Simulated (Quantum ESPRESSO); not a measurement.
Crystal: AlN.

```
Al N
1.0
     3.11300    0.00000    0.00000
    -1.55650    2.69594    0.00000
     0.00000    0.00000    4.98100
Al N
2 2
Cartesian
  1.5565 0.8986 2.4905
  0.0000 1.7973 0.0000
  1.5565 0.8986 4.3833
  0.0000 1.7973 1.8928
```

```yaml
Program: Quantum ESPRESSO 7.5
Task: phonon dispersion
Functional: LDA
Potentials_or_basis: PseudoDojo 0.4.1 SR LDA standard
Cutoff: 1143 eV
Density_cutoff: 4572 eV
k_mesh: 4 × 4 × 2, shifted
Occupations: fermi-dirac, width 0.05 eV
Spin: no spin polarisation
Form_of_the_LDA_correlation: PW92
Mixing_beta: 0.5
Most_SCF_iterations: 120
SCF_threshold: 8e-10 Ry
q_mesh: 2 × 2 × 2
```

The cell and the atoms were relaxed first, to 10.15 Å³/atom (a = 3.084 Å, b = 3.084 Å, c = 4.926 Å, α = 90.00°, β = 90.00°, γ = 120.00°), and the response was taken there.

The first run showed a gap, so the response started from a second, tighter run with fixed occupations.

What are the zero-point energy, and the vibrational entropy and heat capacity at 298.15 K?

Zero-point energy 98.5 meV/atom; entropy 1.21 k_B/atom (10.0 J/(K·mol of atoms)); Cv 1.79 k_B/atom, 60 % of the classical limit. These are harmonic values without the electrons' part.

Phonon frequencies at the corners of the path (cm⁻¹, interpolated; i marks imaginary ones):
| point | frequencies |
| --- | --- |
| Γ | 0 0 0 243 243 553 623 674 674 685 734 916 |
| M | 226 309 347 409 507 526 646 671 683 689 740 763 |
| K | 355 355 368 474 474 477 652 652 704 704 714 730 |
| A | 178 178 178 178 352 352 678 678 678 678 836 836 |
| L | 270 270 300 300 578 578 678 678 681 681 739 739 |
| H | 243 243 446 446 552 552 661 661 697 697 710 710 |

Harmonic thermodynamics per atom at this volume (zero-point energy 98.5 meV, Debye temperature from the second moment 1051 K):
```
 T (K)  free energy (meV)  entropy (k_B)  heat capacity Cv (k_B)
    50               98.5           0.01                    0.05
   100               98.2           0.13                    0.35
   200               95.2           0.62                    1.16
298.15               87.5           1.21                    1.79
   500               56.5           2.31                    2.44
   800              -20.2           3.55                    2.76
```

Phonon states per cell in windows of 50 cm⁻¹ (negative: imaginary):
| from (cm⁻¹) | total | Al | N |
| --- | --- | --- | --- |
| 0 | 0.00 | 0.00 | 0.00 |
| 50 | 0.03 | 0.02 | 0.01 |
| 100 | 0.12 | 0.08 | 0.04 |
| 150 | 0.28 | 0.19 | 0.09 |
| 200 | 0.72 | 0.51 | 0.20 |
| 250 | 1.15 | 0.85 | 0.30 |
| 300 | 0.93 | 0.71 | 0.22 |
| 350 | 0.74 | 0.57 | 0.16 |
| 400 | 0.52 | 0.42 | 0.10 |
| 450 | 0.44 | 0.34 | 0.10 |
| 500 | 0.82 | 0.73 | 0.09 |
| 550 | 0.24 | 0.22 | 0.02 |
| 600 | 0.34 | 0.10 | 0.25 |
| 650 | 3.43 | 0.85 | 2.58 |
| 700 | 1.10 | 0.14 | 0.96 |
| 750 | 0.62 | 0.10 | 0.52 |
| 800 | 0.34 | 0.09 | 0.25 |
| 850 | 0.18 | 0.06 | 0.13 |

A q mesh this small can miss soft modes between its points.

Caveat: the k mesh is coarse (spacing up to 0.63 Å⁻¹), so the values aren't converged.
